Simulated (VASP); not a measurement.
Input of a VASP 6.6.1 run:

Contents of INCAR:

```
SYSTEM = TiN
ALGO = Normal
EDIFF = 1E-7
EDIFFG = -0.002
ENCUT = 520
GGA = PE
IBRION = 2
ISIF = 3
ISMEAR = 0
LASPH = .TRUE.
LCHARG = .FALSE.
LREAL = .FALSE.
LWAVE = .FALSE.
NELM = 100
NSW = 80
PREC = Accurate
SIGMA = 0.02
```

File KPOINTS:

```
k-points
0
G
  2 2 2
  0 0 0
```

File POSCAR:

```
TiN                                     
1.0
   -0.0000000000      2.1372307970      2.1372307970
    2.1372307970      0.0000000000      2.1372307970
    2.1372307970      2.1372307970     -0.0000000000
  Ti              N             
     1     1
Direct
     0.0000000000000000    1.0000000000000000    0.0000000000000000
     0.5000000000000000    0.5000000000000000    0.5000000000000000
```

Potentials or basis: VASP PAW PBE potentials, release 64 (Ti_sv, N).

Run with:

```console
$ cat potpaw_PBE.64/Ti_sv/POTCAR potpaw_PBE.64/N/POTCAR > POTCAR
$ mpirun -np 1 vasp_std > vasp.out
```

**Question.** Predict the band gap on the k mesh.

**Answer.** None (metal or under the smearing width).

Final structure:
```
Ti N
1.0
     0.00000    2.13717    2.13717
     2.13717    0.00000    2.13717
     2.13717    2.13717    0.00000
Ti N
1 1
Cartesian
  0.0000 0.0000 0.0000
  2.1372 2.1372 2.1372
```

Caveat: the k mesh is coarse (spacing up to 1.27 Å⁻¹), so the values aren't converged.
